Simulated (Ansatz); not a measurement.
A 2-atom cell of CaSe started from a crystallographic database at its r2SCAN geometry, run in the plane-wave code Ansatz at 4 levels of theory. (Simulation; no magnetic order is allowed.)

The PBE+SOC input:
```yaml
crystal:
  lattice:
    - [0.0, 2.9675306062, 2.9675306062]
    - [2.9675306062, 0.0, 2.9675306062]
    - [2.9675306062, 2.9675306062, 0.0]
  atoms:
    - { symbol: Ca, position: [0.0, 0.0, 0.0] }
    - { symbol: Se, position: [0.5, 0.5, 0.5] }
kpoints:
  mp_grid: { grid: [8, 8, 8] }
  band_path:
    path:
      - [0.0, 0.0, 0.0]
      - [0.5, 0.0, 0.5]
      - [0.625, 0.25, 0.625]
      - [0.375, 0.375, 0.75]
      - [0.5, 0.5, 0.5]
      - [0.5, 0.25, 0.75]
      - [0.0, 0.5, 0.5]
    npoints: 1
hamiltonian:
  xc: pbe
scf:
  occupations: { method: fixed }
  n_extra_bands: 8
magnetization:
  noncollinear: true
  spin_orbit: true
output:
  forces: true
  stress: true
  eigenvalues: true
  write_density: true
  write_potential: true
  elf: true
  volumetric_format: npy
```

Main results, then, where recorded, the levels near the gap in eV from the Fermi energy (columns number the bands from 0), one row a point of the path (Γ, X, U, K, L, W, X):
```
Crystal: 2 atoms, lattice volume = 52.266 Å³
Symmetry: 48 space group operations + 48 with time reversal
Magnetic group: BNS 225.117 (UNI 1619)
```
```
Basis set: ecut = 420 eV, 965 PW (Γ)
Bands: 34, of which v1, the nominal top of the filled ones, is band 26 counted from 1 (25 counted from 0)
k-points: 29 of 512
Free energy (F): -7290.202377 eV
Fermi energy:    7.095317 eV
--- Stress (GPa, compression-positive) ---
        0.572831       0.000000       0.000000
        0.000000       0.572831       0.000000
        0.000000       0.000000       0.572831
  P = ⅓ Tr σ = 0.5728 GPa (5.728 kbar)
```
```tsv
band_20	band_21	band_22	band_23	band_24	band_25	band_26	band_27	band_28	band_29	band_30	band_31
-0.409	-0.409	0.000	0.000	0.000	0.000	3.160	3.160	3.578	3.578	3.578	3.578
-2.638	-2.638	-1.167	-1.167	-0.943	-0.943	1.923	1.923	4.885	4.885	4.890	4.890
-2.401	-2.401	-2.133	-2.133	-1.216	-1.216	3.151	3.151	5.507	5.507	5.555	5.555
-2.401	-2.401	-2.133	-2.133	-1.216	-1.216	3.151	3.151	5.507	5.507	5.555	5.555
-3.381	-3.381	-1.403	-1.403	-1.206	-1.206	4.371	4.371	5.308	5.308	5.348	5.348
-2.207	-2.207	-2.014	-2.014	-1.747	-1.747	4.238	4.238	4.283	4.283	5.088	5.088
-2.638	-2.638	-1.167	-1.167	-0.943	-0.943	1.923	1.923	4.885	4.885	4.890	4.890
```

The PBE+SOC gap is indirect, 1.92 eV (Γ to X), below the direct gap of 2.87 eV at X.

**Question.** Another run on the same cell gave
```
Basis set: ecut = 420 eV, 965 PW (Γ)
Bands: 17, of which v1, the nominal top of the filled ones, is band 13 counted from 1 (12 counted from 0)
k-points: 16 of 216
hybrid outer 1: dexx = +8.441e-3 eV, tail = 3.49e-5 eV
hybrid outer 2: dexx = +4.588e-7 eV, tail = 1.03e-8 eV, Δε = 2.99e-3 eV
Free energy (F): -7292.544307 eV
Fermi energy:    6.401066 eV
--- Stress (GPa, compression-positive) ---
        0.181274       0.000000       0.000000
        0.000000       0.181274       0.000000
        0.000000       0.000000       0.181274
  P = ⅓ Tr σ = 0.1813 GPa (1.813 kbar)
```
```tsv
band_10	band_11	band_12	band_13	band_14	band_15
0.000	0.000	0.000	4.238	4.923	4.923
-2.777	-1.033	-1.033	2.999	5.975	6.456
-2.468	-2.197	-1.189	4.336	6.962	7.226
-2.468	-2.197	-1.189	4.336	6.962	7.226
-3.543	-1.228	-1.228	5.360	6.946	7.061
-2.154	-2.154	-1.780	5.628	5.628	6.445
-2.777	-1.033	-1.033	2.999	5.975	6.456
```
Which level of theory and mesh gave it?

**Answer.** It is HSE06, judged by the exchange loop and the size of the gap (a near hybrid could fit too), on 6×6×6; the blocks that differ from the first input, but for the band path:
```yaml
kpoints:
  mp_grid: { grid: [6, 6, 6] }
hamiltonian:
  xc: hse06
scf:
  occupations: { method: fixed }
  n_extra_bands: 4
```
(magnetization left out)
HSE06 gives an indirect gap of 3.00 eV, from Γ to X; the least direct gap is 4.03 eV at X. The mean stress, +0.2 GPa, is small, and the program warns that its thresholds are loose for a hybrid's stress.

**Question.** In the first input these blocks are replaced (the band path and keys that only write files left aside):
```yaml
kpoints:
  mp_grid: { grid: [6, 6, 6] }
hamiltonian:
  xc: pbe0
scf:
  occupations: { method: fixed }
  n_extra_bands: 4
```
(magnetization left out)
What comes out?

**Answer.**
```
Basis set: ecut = 420 eV, 965 PW (Γ)
Bands: 17, of which v1, the nominal top of the filled ones, is band 13 counted from 1 (12 counted from 0)
k-points: 16 of 216
hybrid outer 1: dexx = +1.175e-2 eV, tail = 4.59e-5 eV
hybrid outer 2: dexx = +1.513e-6 eV, tail = 3.55e-8 eV, Δε = 3.06e-3 eV
Free energy (F): -7292.727779 eV
Fermi energy:    6.054900 eV
--- Stress (GPa, compression-positive) ---
        0.154538       0.000000       0.000000
        0.000000       0.154538       0.000000
        0.000000       0.000000       0.154538
  P = ⅓ Tr σ = 0.1545 GPa (1.545 kbar)
```
```tsv
band_10	band_11	band_12	band_13	band_14	band_15
0.000	0.000	0.000	4.890	5.634	5.634
-2.845	-1.058	-1.058	3.677	6.671	7.179
-2.532	-2.253	-1.221	5.035	7.681	7.958
-2.532	-2.253	-1.221	5.035	7.681	7.958
-3.624	-1.265	-1.265	6.035	7.678	7.797
-2.211	-2.211	-1.826	6.346	6.346	7.159
-2.845	-1.058	-1.058	3.677	6.671	7.179
```
With PBE0 the valence top lies at Γ and the conduction bottom at X, 3.68 eV higher; the smallest vertical gap, at X, is 4.73 eV. The mean stress, +0.2 GPa, is small, and the program warns that its thresholds are loose for a hybrid's stress.

r2SCAN0. Against the first input these blocks differ (the band path and keys that only write files left aside):
```yaml
kpoints:
  mp_grid: { grid: [6, 6, 6] }
hamiltonian:
  xc: r2scan0
scf:
  occupations: { method: fixed }
  n_extra_bands: 4
```
(magnetization left out)

```
Basis set: ecut = 500 eV, 1363 PW (Γ)
Bands: 17, of which v1, the nominal top of the filled ones, is band 13 counted from 1 (12 counted from 0)
k-points: 16 of 216
hybrid outer 1: dexx = +6.100e-3 eV, tail = 3.24e-5 eV
hybrid outer 2: dexx = +7.288e-7 eV, tail = 2.22e-8 eV, Δε = 4.52e-3 eV
Free energy (F): -7303.675438 eV
Fermi energy:    5.893945 eV
--- Stress (GPa, compression-positive) ---
       -0.081056       0.000000       0.000000
        0.000000      -0.081056       0.000000
        0.000000       0.000000      -0.081056
  P = ⅓ Tr σ = -0.0811 GPa (-0.811 kbar)
```
```tsv
band_10	band_11	band_12	band_13	band_14	band_15
0.000	0.000	0.000	5.368	5.959	5.959
-2.853	-1.064	-1.064	3.973	7.138	7.562
-2.534	-2.243	-1.222	5.357	8.113	8.340
-2.534	-2.243	-1.222	5.357	8.113	8.340
-3.614	-1.259	-1.259	6.411	8.071	8.185
-2.210	-2.210	-1.817	6.686	6.686	7.583
-2.853	-1.064	-1.064	3.973	7.138	7.562
```

r2SCAN0 gives an indirect gap of 3.97 eV, from Γ to X; the least direct gap is 5.04 eV at X. The mean stress, -0.1 GPa, is small, and the program warns that its thresholds are loose for a hybrid's stress.

The hybrids run on coarser meshes, which limits their stresses and small splittings of levels.

Totals of different functionals, or with and without spin-orbit coupling, can't be compared.

Only the levels marked +SOC include spin-orbit coupling.

The meshes of the hybrids are coarse, so their gaps aren't converged to the digits shown.
